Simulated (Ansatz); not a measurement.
Pressure against volume: KI

```
K I
1.0
     0.00000    3.52455    3.52455
     3.52455    0.00000    3.52455
     3.52455    3.52455    0.00000
K I
1 1
Direct
  0.00000 0.00000 0.00000
  0.50000 0.50000 0.50000
```

The cell is COD entry 9009735, as deposited and not checked against the literature; nothing was relaxed.

No spin–orbit coupling, which matters for the heavy atoms here.

All numbers are computed: DFT, PBE, all-electron LAPW, scalar-relativistic (Ansatz 0.2.0); DFT, PBE, PAW with Ansatz's default frozen-core files, scalar-relativistic (Ansatz 0.2.0).

For LAPW: a Γ-centred 8×8×8 k mesh, Fermi–Dirac smearing of 0.01 eV, basis error target 1 meV/atom, no spin polarisation. PAW takes a cutoff of 420 eV at this cell. The Ansatz runs share mesh, smearing and spin set-up. Plane-wave (PAW) pressures include the program's estimate of the Pulay term.

The cell above is scaled evenly, with fractional coordinates and shape held.

Estimate the equilibrium volume and bulk modulus that full-potential LAPW gives for this fixed shape.

V0 = 46.32 Å³/atom, B0 = 11 GPa, B0′ = 4.8, from a third-order Birch–Murnaghan fit to these pressures:
| V/V(cell) | V (Å³/atom) | P, LAPW (GPa) | P, PAW (GPa) | gap on the k mesh, LAPW (eV) |
| --- | --- | --- | --- | --- |
| 0.9405 | 41.178 | 1.65 | 1.65 | 4.13 |
| 0.9700 | 42.470 | 1.13 | 1.13 | 4.06 |
| 1.0000 | 43.784 | 0.68 | 0.68 | 3.98 |
| 1.0300 | 45.097 | 0.30 | 0.30 | 3.91 |
| 1.0600 | 46.411 | -0.02 | -0.02 | 3.85 |

PAW's V0 lies -0.02 % from the all-electron value and its B0 0.0 %. Symmetry fixes shape and coordinates here, so this is the relaxed modulus.
